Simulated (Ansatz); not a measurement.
**V_Si-N_C in SiC (F-43m): charge-transition levels and formation energies**

Aim: at which Fermi levels does V_Si-N_C in SiC (F-43m) change its charge? The model is a cell of 54 host atoms with 1 site emptied and N put on another atom's site.

Program: Ansatz 0.2.0. Level of theory: place-levels on r2SCAN runs: charge-transition levels and formation energies with image-charge correction and potential alignment at the atomic sites; PAW set soft_1. Results are calculated unless marked as measured.

Experimental background.

For SiC, cubic 3C zincblende (literature value), “Insight into the structural, elastic and electronic properties of a new orthorhombic 6O-SiC polytype” (2020, pmc:7200658) quotes earlier work: band gap (indirect gap) 2.4 eV [literature value; measurement temperature and method not stated].

### Step 1. Starting point

The cell holds 53 atoms: 26 Si, 26 C and 1 N. Cell: a = 9.242 Å, b = 9.242 Å, c = 9.242 Å, α = 60.0°, β = 60.0°, γ = 60.0°. It derives from SiC (space group F-43m). Nearest the centre at fractional (0.375, 0.542, 0.708): N30 at 0.94 Å, Si29 at 2.37 Å, Si25 at 2.37 Å, Si46 at 2.37 Å, C34 at 2.37 Å, C18 at 2.37 Å, C35 at 2.37 Å, C28 at 3.22 Å.

Structure file:

```xyz
53
Lattice="0.0000 6.5349 6.5349 6.5349 0.0000 6.5349 6.5349 6.5349 0.0000" Properties=species:S:1:pos:R:3 pbc="T T T"
Si    0.0000    0.0000    0.0000
C     1.0891    1.0891    1.0891
Si    2.1783    2.1783    0.0000
C     3.2674    3.2674    1.0891
Si    4.3566    4.3566    0.0000
C     5.4457    5.4457    1.0891
Si    2.1783    0.0000    2.1783
C     3.2674    1.0891    3.2674
Si    4.3566    2.1783    2.1783
C     5.4457    3.2674    3.2674
Si    6.5349    4.3566    2.1783
C     7.6240    5.4457    3.2674
Si    4.3566    0.0000    4.3566
C     5.4457    1.0891    5.4457
Si    6.5349    2.1783    4.3566
C     7.6240    3.2674    5.4457
Si    8.7132    4.3566    4.3566
C     9.8023    5.4457    5.4457
Si    0.0000    2.1783    2.1783
C     1.0891    3.2674    3.2674
Si    2.1783    4.3566    2.1783
C     3.2674    5.4457    3.2674
Si    4.3566    6.5349    2.1783
C     5.4457    7.6240    3.2674
Si    2.1783    2.1783    4.3566
C     3.2674    3.2674    5.4457
Si    4.3566    4.3566    4.3566
C     5.4457    5.4457    5.4457
Si    6.5349    6.5349    4.3566
N     7.6240    7.6240    5.4457
Si    4.3566    2.1783    6.5349
C     5.4457    3.2674    7.6240
Si    6.5349    4.3566    6.5349
C     7.6240    5.4457    7.6240
C     9.8023    7.6240    7.6240
Si    0.0000    4.3566    4.3566
C     1.0891    5.4457    5.4457
Si    2.1783    6.5349    4.3566
C     3.2674    7.6240    5.4457
Si    4.3566    8.7132    4.3566
C     5.4457    9.8023    5.4457
Si    2.1783    4.3566    6.5349
C     3.2674    5.4457    7.6240
Si    4.3566    6.5349    6.5349
C     5.4457    7.6240    7.6240
Si    6.5349    8.7132    6.5349
C     7.6240    9.8023    7.6240
Si    4.3566    4.3566    8.7132
C     5.4457    5.4457    9.8023
Si    6.5349    6.5349    8.7132
C     7.6240    7.6240    9.8023
Si    8.7132    8.7132    8.7132
C     9.8023    9.8023    9.8023
```

Known beforehand: the electronic dielectric constant, 7.06, and the static one, 10.43, computed on the host (DFPT, PBEsol, on the r2SCAN cell), and a cell off the functional's own equilibrium shifts the ionic part.

The cell's shortest repeat is 9.2 Å.

### Step 2. The runs of each charge state

A transition level is the Fermi level at which two charge states cost the same, so each charge needs its own total energy, at its own relaxed structure.

Random displacements of about 0.05 Å break the site symmetry at the start, so that the relaxation can reach a distorted minimum if there is one. Forces are taken on a 2×2×2 shifted mesh. The cell holds 3 electrons more than the neutral one, with a uniform background that keeps it neutral on the whole.

The sampling was tested on the host first: at the k-points planned (1x1x1 shifted 0.25 0.25 0.25) its energy lies 0.119 eV an atom from the dense-mesh value, so the final energies take a denser sampling.

One of the inputs; charge, spin and start change from state to state.

Contents of qm3.relax/input.yaml:

```yaml
crystal:
  lattice:
    - [0.0, 2.17829624, 2.17829624]
    - [2.17829624, 0.0, 2.17829624]
    - [2.17829624, 2.17829624, 0.0]
  atoms:
    - { symbol: Si, position: [0.0, 0.0, 0.0] }
    - { symbol: C, position: [0.25, 0.25, 0.25] }
  supercell: [3, 3, 3]
  defects: [{ vacancy: 34 }, { substitution: { at: 29, symbol: "N" } }]
total_charge: -3
basis:
  ecutwfc: 500
  xc_grid: 2
hamiltonian:
  xc: r2scan
  pseudopotentials: { kind: paw, azcp: { folder: soft_1 } }
kpoints:
  mp_grid: { grid: [2, 2, 2], shift: [0.5, 0.5, 0.5] }
scf:
  occupations: { method: fixed }
  max_iter: 60
output:
  forces: true
  charged_corrections:
    epsilon: 7.06
    static_epsilon: 10.43
    defect_position: [0.375, 0.541667, 0.708333]
relax:
  f_tol: 0.02
  max_steps: 80
  random_displacement: { amplitude: 0.05, seed: 2013 }
checkpoint:
  write: "../qm3.relax.run"
  compress: false
  write_wavefunctions: true
  write_every: 100000
```

Launch:

```bash
> ansatz run input.yaml --threads 4 --pin off --max-ram 7536MiB --backend cpu --events-out ev --progress --plain --runs-dir out
```

The run of this state that the levels use, under r2SCAN:

Contents of qm3.point/input.yaml:

```yaml
crystal:
  checkpoint: "../qm3.relax.run"
  host: checkpoint
total_charge: -3
basis:
  ecutwfc: 500
  xc_grid: 2
hamiltonian:
  xc: r2scan
  pseudopotentials: { kind: paw, azcp: { folder: soft_1 } }
kpoints:
  mp_grid: { grid: [2, 2, 2], shift: [0.5, 0.5, 0.5] }
scf:
  occupations: { method: fixed }
  max_iter: 60
output:
  forces: true
  eigenvalues: true
  charged_corrections:
    epsilon: 7.06
    static_epsilon: 10.43
    defect_position: [0.375, 0.541667, 0.708333]
  eigenstates: { localisation: true }
  populations: true
checkpoint:
  read: "../qm3.relax.run"
  write: "../qm3.point.run"
  compress: false
  write_wavefunctions: false
  write_every: 100000
```

Relaxations under r2SCAN at a 2×2×2 shifted mesh; times on 4 threads of Arm Neoverse V2, shared host:

| charge | moment (μB) | occupations | outcome | steps | largest displacement against the far atoms (Å) | time |
| --- | --- | --- | --- | --- | --- | --- |
| −3 | 0 | fixed | converged | 6 | 0.22 | 1.9 min |
| −3 | 2 | fixed | converged | 6 | 0.22 | 5.5 min |
| −2 | 1 | fixed | converged | 8 | 0.22 | 6.8 min |
| −1 | 0 | fixed | converged | 6 | 0.21 | 2.1 min |
| −1 | 2 | fixed | converged | 6 | 0.22 | 4.6 min |
| 0 | 1 | fixed | converged | 5 | 0.20 | 4 min |
| +1 | 0 | fixed | converged | 5 | 0.24 | 1.8 min |
| +1 | 2 | fixed | converged | 7 | 0.24 | 5.7 min |

Single points under r2SCAN at a 2×2×2 shifted mesh; times on 4 threads of Arm Neoverse V2, shared host:

| charge | moment (μB) | occupations | outcome | time |
| --- | --- | --- | --- | --- |
| −3 | 0 | fixed | converged | 16 s |
| −3 | 2 | fixed | converged | 39 s |
| −2 | 1 | fixed | converged | 39 s |
| −1 | 0 | fixed | converged | 18 s |
| −1 | 2 | fixed | converged | 54 s |
| 0 | 1 | fixed | converged | 43 s |
| +1 | 0 | fixed | converged | 17 s |
| +1 | 2 | fixed | converged | 39 s |

Distances (Å) from the ideal centre to the nearest atoms after relaxation with r2SCAN:

| charge | moment (μB) | 1. | 2. | 3. | 4. | 5. | 6. |
| --- | --- | --- | --- | --- | --- | --- | --- |
| −3 | 0 | N 1.17 | Si 2.33 | Si 2.33 | Si 2.33 | C 2.48 | C 2.48 |
| −3 | 2 | N 1.16 | Si 2.33 | Si 2.33 | Si 2.34 | C 2.49 | C 2.50 |
| −2 | 1 | N 1.16 | Si 2.33 | Si 2.33 | Si 2.33 | C 2.49 | C 2.50 |
| −1 | 0 | N 1.16 | Si 2.33 | Si 2.34 | Si 2.34 | C 2.51 | C 2.52 |
| −1 | 2 | N 1.16 | Si 2.34 | Si 2.34 | Si 2.34 | C 2.50 | C 2.51 |
| 0 | 1 | N 1.14 | Si 2.33 | Si 2.34 | Si 2.34 | C 2.56 | C 2.56 |
| +1 | 0 | N 1.15 | Si 2.34 | Si 2.34 | Si 2.35 | C 2.59 | C 2.60 |
| +1 | 2 | N 1.16 | Si 2.35 | Si 2.35 | Si 2.35 | C 2.55 | C 2.56 |

### Step 3. Placing the levels, r2SCAN

A charged cell interacts with its images and the background, and its potential has another zero than the host's. place-levels removes the first by a point-charge model, screened by the static dielectric constant since the ions have relaxed around the charge, and the second by comparing potentials at atoms far from the defect.

The host is a run of the defect-free crystal in the same cutoffs, grids and k-points, so that basis and sampling errors cancel in part in the differences. The host is run in a cell of 2 atoms on a matching mesh. Its band edges are searched through the zone by a band path, so the gap is smaller than, or equal to, that on the mesh. Chemical potentials are energies per atom of Si (diamond), C (diamond) and N (N2 molecule), run with the same functional and cutoff. Carbon is taken as diamond, which semilocal functionals can put about 0.1 eV an atom over graphite.

Contents of levels.point.yaml:

```yaml
host:
  run: host.point.run
states: [qm3.point.run, qm3_M2.point.run, qm2_M1.point.run, qm1.point.run, qm1_M2.point.run, q0_M1.point.run, qp1.point.run, qp1_M2.point.run]
geometry_from:
  qm3.point.run: qm3.relax.run
  qm3_M2.point.run: qm3_M2.relax.run
  qm2_M1.point.run: qm2_M1.relax.run
  qm1.point.run: qm1.relax.run
  qm1_M2.point.run: qm1_M2.relax.run
  q0_M1.point.run: q0_M1.relax.run
  qp1.point.run: qp1.relax.run
  qp1_M2.point.run: qp1_M2.relax.run
  host.point.run: host.relax.run
chemical_potentials:
  Si:
    energy: -639.06578
    dataset: <sha256 of the dataset>
  C:
    energy: -251.553391
    dataset: "<sha256 of the dataset>"
  "N":
    energy: -384.814403
    dataset: "<sha256 of the dataset>"
epsilon: 7.06
static_epsilon: 10.43
vertical:
  - { from: qm3.point.run, to: qm3.point_neutral.run }
  - { from: qm3_M2.point.run, to: qm3_M2.point_neutral.run }
  - { from: qm2_M1.point.run, to: qm2_M1.point_neutral.run }
  - { from: qm1.point.run, to: qm1.point_neutral.run }
  - { from: qm1_M2.point.run, to: qm1_M2.point_neutral.run }
  - { from: qp1.point.run, to: qp1.point_neutral.run }
  - { from: qp1_M2.point.run, to: qp1_M2.point_neutral.run }
```

Launch:

```bash
> ansatz place-levels levels.point.yaml -- --threads 4 --pin off --max-ram 7536MiB
```

Numbers of over 12 decimals in the logs are rounded to 6 here.

The program printed:

```text
[... repeated set-up lines and file paths are left out, and long positions are rounded to six places ...]
(+1/0) 0.079 eV beneath the valence edge, in the valence band
(0/-1) 1.253 eV above the valence edge, 0.457 eV under the conduction edge
(-1/-2) 1.831 eV above the valence edge (+2.205 eV without the band-filling correction), in the conduction band; not on the lower envelope
(-2/-3) 1.710 eV above the valence edge (+2.828 eV without the band-filling correction), 0.000 eV under the conduction edge; not on the lower envelope
(-1/-3) 1.771 eV above the valence edge (+2.516 eV without the band-filling correction), in the conduction band: charges between them are lowest nowhere
formation energy of charge +1: +4.685 eV with the Fermi level at the valence edge
formation energy of charge 0: +4.607 eV with the Fermi level at the valence edge
formation energy of charge -1: +5.860 eV with the Fermi level at the valence edge
formation energy of charge -2: +7.691 eV with the Fermi level at the valence edge
formation energy of charge -3: +9.401 eV with the Fermi level at the valence edge
[...]
of vertical[2].from (qm2_M1.point.run): its displacements don't fall off away from the defect: farther atoms stand 0.015 Å off the host's places. [...]
  of vertical[2].to (qm2_M1.point_neutral.run): its displacements don't fall off away from the defect: farther atoms stand 0.015 Å off the host's places. [...]
  of vertical[3].to (qm1.point_neutral.run): stability_check_not_made
  of vertical[4].from (qm1_M2.point.run): stability_check_not_made; [...]
  of vertical[4].to (qm1_M2.point_neutral.run): it set out from the moments of a save, which an earlier run chose (saved_moments_taken); stability_check_not_made
  of vertical[5].from (qp1.point.run): it parts from the run at its places by a charge that spreads by about 1.8 Å along one vector (1.3 Å or more is wide), by its potential at epsilon 7.06, taken for that of held ions (one typed too small widens it), where [...]
  of vertical[5].to (qp1.point_neutral.run): stability_check_not_made
  of vertical[6].from (qp1_M2.point.run): its moments are held at its close (magnetization.spin_locking), by a field of 0.190 eV a Bohr magneton, and its energy and levels are of the state that this holds: a run that lets them go can end lower; [...]
  of vertical[6].to (qp1_M2.point_neutral.run): stability_check_not_made
```

Wall time 0.71 s (4 threads of Arm Neoverse V2, shared host).

Levels between the charges placed, in eV above the valence top:

|  | gap (eV) | (+1/0) | (0/−1) | (−1/−2) | (−2/−3) |
| --- | --- | --- | --- | --- | --- |
| r2SCAN | 1.71 | -0.08 | 1.25 | 1.83 | 1.71 |

Corrections by state:

| charge | moment (μB) | image terms and alignment (eV) | band filling (eV) | ε used | over the lowest of its charge, as the program ranks them, band filling apart (eV) |
| --- | --- | --- | --- | --- | --- |
| +1 | 0.0 | -0.297 | - | 10.43 | 0.000 |
| 0 | 1.0 | 0.000 | - | - | 0.000 |
| −1 | 2.0 | 0.672 | - | 10.43 | 0.000 |
| −2 | 1.0 | 1.781 | -0.373 | 10.43 | 0.000 |
| −3 | 0.0 | 3.284 | -1.491 | 10.43 | 0.000 |
| +1 | 2.0 | -0.303 | - | 10.43 | 0.137 |
| −1 | 0.0 | 0.694 | - | 10.43 | 0.384 |
| −3 | 2.0 | 3.150 | - | 10.43 | 0.521 |

The charged structures listed were also run neutral, and place-levels reads from each pair, by the potential or the spins, how wide the charge is by which they differ; that can be the carrier of either run.

| charge | rms radius (Å) | spread where it is widest against the cell (Å) | wide from (Å) | reading |
| --- | --- | --- | --- | --- |
| +1 | 2.5 | 1.76 | 1.31 | wide |
| −1 | 2.1 | 1.42 | 1.31 | wide |
| −2 | 1.7 | 1.24 | 1.31 | narrow |
| −3 | 1.9 | 1.34 | 1.31 | wide |

The neutral runs of these pairs need not share the spin of the lowest neutral state, and very wide values only mean spread over the cell.

From the program's caveats on the states, each cut to its opening words:

- charge +1: it parts from the run at its places by a charge that spreads by about 1.8 Å along one vector (1.3 Å or more is wide), by its potential at epsilon 7.06, taken [...]
- charge +1: its alignment with the host at atomic sites is doubtful: the mean over the far sites moves by -0.0932 eV from their farther parts to their nearer, more than [...]
- charge +1: the far atoms show a dipole or second moment of the defect's charge, for which the correction takes or leaves out 0.217 eV: further moments aren't read, and [...]
- charge 0 (1 μB), −1 (2 μB), −2 (1 μB), +1 (2 μB), −3 (2 μB): flagged: stability check not made
- charge −1 (2 μB): it parts from the run at its places by a charge that spreads by about 1.4 Å along one vector (1.3 Å or more is wide), by its potential at epsilon 7.06, taken [...]
- charge −1 (2 μB): the far atoms show a dipole or second moment of the defect's charge, for which the correction takes or leaves out 0.215 eV: further moments aren't read, and [...]
- charge −2 (1 μB): it parts from the run that its charge is read beside by 2 carriers, of which the mean alone is read, by its potential at epsilon 7.06, taken for that of held [...]
- charge −2 (1 μB): a band-filling correction moves a carrier to the host's band edge, which changes its energy by -0.373 eV
- charge −2 (1 μB): the far atoms show a dipole or second moment of the defect's charge, for which the correction takes or leaves out 0.661 eV: further moments aren't read, and [...]
- charge −2 (1 μB), −3 (2 μB): its displacements don't fall off away from the defect: farther atoms stand 0.015 Å off the host's places
- charge −3: it parts from the run at its places by a charge that spreads by about 1.3 Å along one vector (1.3 Å or more is wide), by its potential at epsilon 7.06, taken [...]
- charge −3: a band-filling correction moves a carrier to the host's band edge, which changes its energy by -1.491 eV
- charge −3: its alignment with the host at atomic sites is doubtful: the mean over the far sites moves by +0.0864 eV from their farther parts to their nearer, more than [...]
- charge −3: the far atoms show a dipole or second moment of the defect's charge, for which the correction takes or leaves out 1.571 eV: further moments aren't read, and [...]

The host's formation energy from the elements is -0.356 eV per atom; it sets how far the chemical potentials can move.

Limit set by the element alone; other compounds of these elements are not counted. Chemical potentials from the elements' reference states: C 0.00 eV, Si -0.71 eV, N 0.00 eV. Formation energies (C-rich), with the Fermi level at the valence top and at the conduction bottom (gap 1.71 eV):

| charge | at valence top (eV) | at conduction bottom (eV) | correction included (eV) |
| --- | --- | --- | --- |
| +1 | 3.97 | 5.68 | -0.30 |
| 0 | 3.90 | 3.90 | 0.00 |
| −1 | 5.15 | 3.44 | 0.67 |
| −2 | 6.98 | 3.56 | 1.41 |
| −3 | 8.69 | 3.56 | 1.79 |

| Fermi level (eV) | lowest formation energy (eV) |
| --- | --- |
| 0.00 | 3.90 |
| 0.16 | 3.90 |
| 0.31 | 3.90 |
| 0.47 | 3.90 |
| 0.62 | 3.90 |
| 0.78 | 3.90 |
| 0.93 | 3.90 |
| 1.09 | 3.90 |
| 1.24 | 3.90 |
| 1.40 | 3.75 |
| 1.55 | 3.59 |
| 1.71 | 3.44 |

Limit set by the element alone; other compounds of these elements are not counted. Chemical potentials from the elements' reference states: Si 0.00 eV, C -0.71 eV, N 0.00 eV. Formation energy by charge state (Si-rich; gap 1.71 eV):

| charge | at valence top (eV) | at conduction bottom (eV) | correction included (eV) |
| --- | --- | --- | --- |
| +1 | 3.97 | 5.68 | -0.30 |
| 0 | 3.90 | 3.90 | 0.00 |
| −1 | 5.15 | 3.44 | 0.67 |
| −2 | 6.98 | 3.56 | 1.41 |
| −3 | 8.69 | 3.56 | 1.79 |

Fermi level (eV), lowest formation energy (eV) and a bar from the least value:
```
     0.00       3.90 ##############################
     0.16       3.90 ##############################
     0.31       3.90 ##############################
     0.47       3.90 ##############################
     0.62       3.90 ##############################
     0.78       3.90 ##############################
     0.93       3.90 ##############################
     1.09       3.90 ##############################
     1.24       3.90 ##############################
     1.40       3.75 ####################
     1.55       3.59 ##########
     1.71       3.44
```

### Step 4. Results

| Item | Value |
| --- | --- |
| gap of the host | 1.71 eV (r2SCAN) |
| level (plus 1/0) | 0.08 eV below the valence top |
| level (0/minus 1) | 1.25 eV above the valence top |
| level (minus 1/minus 2) | 1.83 eV above the valence top, past the conduction bottom, not a change between lowest states (2.20 eV above the valence top without the band-filling term) |
| level (minus 2/minus 3) | 1.71 eV above the valence top, at the conduction bottom, not a change between lowest states (2.83 eV above the valence top without the band-filling term) |
| lowest of the charges placed, just above the valence top (0.02 eV) | 0 |
| lowest of the charges placed, just below the conduction bottom (0.02 eV) | −1 |
| lowest formation energy at mid-gap of the charges run, C-rich | 3.90 eV |
| lowest formation energy at mid-gap of the charges run, Si-rich | 3.90 eV |

Of the charges placed (−3, −2, −1, 0 and +1), the lowest changes at 1.25 eV (0/−1) above the valence top, in a gap of 1.71 eV. (0/−1) lies nearer to a band edge than the share of the finite-size correction in it (0.67 eV), and that correction holds for a localised charge alone. (+1/0) lies 0.08 eV from a band edge, less than the doubt on such levels. States placed: +1 at 0 μB and 2 μB; 0 at 1 μB; −1 at 2 μB and 0 μB; −2 at 1 μB; −3 at 0 μB and 2 μB. Other spin states or structures, where not listed, weren't placed. The program finds carriers beyond a band edge of the host and adds a band-filling term at charge −3 (-1.49 eV) and −2 (-0.37 eV); steps to such a charge show no bound level, and a defect level inside a band would be read the same way. Corrections reach 3.3 eV, so the cell is small for these charges and their levels are rough. N is taken at its element; compounds, which aren't counted here, bound the chemical potentials and would shift these formation energies. The program doubts the alignment of potentials for at least one state, a sign that the cell is small. Keep in mind: r2SCAN makes the gap too small and tends to spread out bound carriers; where a gas molecule sets a chemical potential or the host's formation energy, its binding is uncorrected.

Computed beside measured:

| quantity | measured | r2SCAN |
| --- | --- | --- |
| band gap (least gap of the host) (eV) | 2.4 | 1.71 (-0.69 eV) |

Measured values from pmc:7200658 (2020).

How well it matches: The band gap is off by -0.69 eV: a clear miss. Local and semilocal functionals usually give gaps below the measured ones. Zero-point and thermal motion shift the measured gap.

[Logs are printed without paths, hosts, clocks, repeated set-up lines and the standing remarks that a program may print on its own settings, such as how far it seeks lower states.]

[Hosts, paths, dates, database ids (printed as entryN), source tags and the programs' standing remarks are cut or masked in the printed files.]

[Where a table of states has a column of steps, it counts the stored structures, which are thinned; the runs took as many ionic steps or more.]

[A defect's name tells the site on which it was built; relaxed atoms can leave that site.]

[For some hosts the program warned that the k-mesh of the response run may be too coarse for force constants and the static dielectric constant; such warnings are not shown here.]
